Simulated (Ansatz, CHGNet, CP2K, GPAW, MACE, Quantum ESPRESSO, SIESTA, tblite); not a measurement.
# SIESTA on LaSb (Fm-3m) (64 atoms): settings against a plane-wave reference, part 2 of 2

Wanted: SIESTA inputs and outputs for LaSb (Fm-3m) (64 atoms), checked against a plane-wave reference.

Program: SIESTA 5.4.2; the method stands at each step. Banners, paths, timers and routine set-up lines are dropped from the logs unmarked, and long logs keep their key lines alone; longer cuts are marked. The potentials were converted by us to PSML.

So far. Step 2 (PBE, DZP, shift 0.01 Ry, mesh 300 Ry): Forces lie 11 % from the reference's, at 1.9 times its CPU time (on 2 against 4 cores). Step 3 (PBE, DZP, shift 0.01 Ry, mesh 200 Ry): Against the first run (11 %), the force difference from the reference is 11 %, at 0.63 times the CPU time: the change moves forces by 1.4 meV/Å r.m.s., so most of the difference comes from elsewhere.

**4. PBE, DZ, shift 0.01 Ry, mesh 300 Ry**

Method: Kohn-Sham DFT, PBE, PseudoDojo 0.4.1 norm-conserving pseudopotentials (converted to PSML), numerical atomic orbitals (DZ), diagonalisation.

input.fdf reads:

```
SystemLabel cell
NumberOfAtoms 64
NumberOfSpecies 2
%block ChemicalSpeciesLabel
  1 57 La
  2 51 Sb
%endblock ChemicalSpeciesLabel
LatticeConstant 1.0 Ang
%block LatticeVectors
  12.98000 0.00000 0.00000
  0.00000 12.98000 0.00000
  0.00000 0.00000 12.98000
%endblock LatticeVectors
PAO.BasisSize DZ
PAO.EnergyShift 0.01 Ry
XC.Functional GGA
XC.Authors PBE
MeshCutoff 300 Ry
%block kgrid_Monkhorst_Pack
  1 0 0 0.0
  0 1 0 0.0
  0 0 1 0.0
%endblock kgrid_Monkhorst_Pack
SolutionMethod diagon
OccupationFunction FD
ElectronicTemperature 580 K
SCF.Mixer.Method Pulay
SCF.Mixer.Weight 0.05
SCF.Mixer.History 8
SCF.Mix Hamiltonian
MaxSCFIterations 300
SCF.DM.Tolerance 1e-04
SCF.H.Tolerance 1.0e-3 eV
WriteForces T
Write.HirshfeldPop T
Write.VoronoiPop T
Write.DM F
Write.H F
XML.Write F
AtomicCoordinatesFormat Fractional
%block AtomicCoordinatesAndAtomicSpecies
[... 64 atom lines left out: the same atoms as in the first run ...]
%endblock AtomicCoordinatesAndAtomicSpecies
```

Command:

```
OMP_NUM_THREADS=1 siesta < input.fdf > output.txt
```

Log:

```text
Version         : 5.4.2
reinit: System Name:
reinit: System Label: cell
initatom: Reading input for the pseudopotentials and atomic orbitals ----------
Species number:   1 Atomic number:   57 Label: La
Species number:   2 Atomic number:   51 Label: Sb
Ground state valence configuration (from tables):   6s02  6p00  5d01  4f00
Ground state valence configuration (from tables):   5s02  5p03  5d00  4f00
---- Processing specs for species: La
GGA--PBE XC_GGA_X_PBE--XC_GGA_C_PBE pb
Semicore shell(s) with  8 electrons included in the valence for La
[... lines left out ...]
stepf: Fermi-Dirac step function
        iscf     Eharris(eV)        E_KS(eV)     FreeEng(eV)     dDmax    Ef(eV) dHmax(eV)
[... lines left out ...]
SCF Convergence by DM+H criterion
[... lines left out ...]
SCF cycle converged after 18 iterations
[... lines left out ...]
   Max    1.053155
[... lines left out ...]
   Max    1.053155    constrained
Stress tensor Voigt[x,y,z,yz,xz,xy] (kbar):       -1.52       -1.55       -2.06       -0.44       -0.22       -0.49
[... lines left out ...]
siesta: FreeEng =   -109743.123587
[... lines left out ...]
siesta:       Ion-ion =  -56620.261202
siesta:         Total = -109742.872593
siesta:         Fermi =      -4.526726
siesta: Stress tensor (static) (eV/Ang**3):
siesta:    -0.000949   -0.000308   -0.000140
siesta:    -0.000308   -0.000970   -0.000277
siesta:    -0.000140   -0.000278   -0.001288
siesta: Cell volume =       2186.875592 Ang**3
siesta: Pressure (static):
siesta:                Solid            Molecule  Units
siesta:           0.00001164         -0.00007234  Ry/Bohr**3
siesta:           0.00106882         -0.00664182  eV/Ang**3
siesta:           1.71243404        -10.64136175  kBar
    Orbital volume contribution        =          57.505246 eV
    (Free)E + p_basis*V_orbitals       =     -109685.618341 eV
    (Free)Eharris+ p_basis*V_orbitals  =     -109685.618401 eV
Hirshfeld Atomic Populations:
Atom #   charge [q] valence [e]  Species
     1     0.123272   10.876728  La
     2     0.118316   10.881684  La
     3     0.138865   10.861135  La
[...]
5    -0.133609   15.133609  Sb
     6    -0.114833   15.114833  Sb
     7    -0.135259   15.135259  Sb
[...]
--------------------
 Total     0.000023
Voronoi Atomic Populations:
Atom #   charge [q] valence [e]  Species
[...]
59     0.236498   10.763502  La
    60     0.234214   10.765786  La
[...]
63    -0.231462   15.231462  Sb
    64    -0.220676   15.220676  Sb
--------------------
 Total     0.000023
```

Wall time 4.1 min (1 thread of Arm Neoverse V1, shared host); peak memory 1.3 GiB.

Numbers from this run, and their distance from the reference:

```yaml
r_m_s_force_component: 0.3275 eV/Å
r_m_s_difference_of_force_components: 229.7 meV/Å
longest_difference_of_force_vectors: 688.1 meV/Å
force_difference_over_r_m_s_force: 51.91 %
slope_of_forces_against_the_reference_s: 0.639
correlation_of_force_components: 0.8636
pressure: 0.1713 GPa
pressure_difference: -2.067 GPa
```

This is a coarse setting, run to see what it loses.

Against the first run (11 %), the force difference from the reference is 52 %, at 0.50 times the CPU time (on 1 against 2 cores), with 928 basis functions against 1184: the smaller basis costs accuracy.

**5. All runs compared**

Differences are against the plane-wave reference, forces as r.m.s. over components; share is that over the reference's r.m.s. force, slope the least-squares factor from reference forces to these. Total energies of different programs have different zeros and aren't compared.

```csv
run,"Δ force, r.m.s. (meV/Å)",share (%),slope,Δ pressure (GPa),cores,CPU time,memory (GiB)
reference,-,-,-,-,4,4.3 min,3.3
"SIESTA PBE, DZP, shift 0.01 Ry, mesh 300 Ry",47.2,10.7,1.012,0.466,2,8.1 min,2.1
"SIESTA PBE, DZP, shift 0.01 Ry, mesh 200 Ry",47.2,10.7,1.012,0.496,2,5.1 min,1.5
"SIESTA PBE, DZ, shift 0.01 Ry, mesh 300 Ry (coarse)",230,51.9,0.639,-2.07,1,4.1 min,1.3
```

Rows marked coarse were listed beforehand as settings not expected to be converged; some can still land near the reference.

CPU time is summed over cores on a shared host, where runs went side by side, so it is rough. Symmetry, cutoffs, thresholds, outputs and thread counts weren't matched or tuned between programs; memory under MPI is the largest rank's times the ranks.

Mean charges by element (e), by run and scheme:

```csv
run,scheme,La,Sb
reference,Löwdin,+0.28,-0.25
"SIESTA PBE, DZP, shift 0.01 Ry, mesh 300 Ry",Hirshfeld,+0.13,-0.13
"SIESTA PBE, DZP, shift 0.01 Ry, mesh 200 Ry",Hirshfeld,+0.13,-0.13
```

The reference's Löwdin charges lack the electrons that the projection spills, 0.016 e an atom on average.

Within one program, basis, potentials and functional, energies share a zero. Each run against its twin at the usual cutoff or grid and solver:

```csv
run,twin,Δ energy (meV/atom),"Δ force, r.m.s. (meV/Å)",CPU time over the twin's
"SIESTA PBE, DZP, shift 0.01 Ry, mesh 200 Ry","DZP, shift 0.01 Ry, mesh 300 Ry",-3.72,1.39,0.63
```

Further runs of this program without a result: SIESTA PBE, SZ, shift 0.01 Ry, mesh 300 Ry (cut off at its time limit); SIESTA PBE, DZP, shift 0.002 Ry, mesh 300 Ry (cut off at its time limit).

**6. Results**

| Item | Value |
| --- | --- |
| nearest in forces | a tie at 11 % of 2 runs: SIESTA PBE, DZP, shift 0.01 Ry, mesh 300 Ry; SIESTA PBE, DZP, shift 0.01 Ry, mesh 200 Ry |

In words: The PBE runs in local orbitals, coarse settings apart, differ by 11 % in each run; basis, grid and potentials can all enter. Runs with settings chosen to be coarse differ by 52 % (SIESTA PBE, DZ, shift 0.01 Ry, mesh 300 Ry), their programs' other errors included. None of the electronic-structure runs in the table takes under half the reference's CPU time of 4.3 min; they take 0.94 to 1.9 times as much. In pressure, SIESTA PBE, DZ, shift 0.01 Ry, mesh 300 Ry misses by -2.1 GPa, at the same functional. Charges hang on scheme and program or settings: among these rows the mean for La runs from +0.13 to +0.28 e. The reference's pressure of 2.2 GPa belongs to a cell and atoms that aren't relaxed at this level. The electronic-structure runs sample only Γ, in a cell whose shortest periodic width is 13 Å. Spin–orbit coupling is left out, which matters for the levels of the heavy elements.

[Also dropped from logs without a mark: logging warnings of Python, and SIESTA's first energy breakdown and zero terms.]

[Logs are printed without paths, hosts, clocks, repeated set-up lines and the standing remarks that a program may print on its own settings, such as how far it seeks lower states.]

[Hosts, paths, dates, database ids (printed as entryN), source tags and the programs' standing remarks are cut or masked in the printed files.]
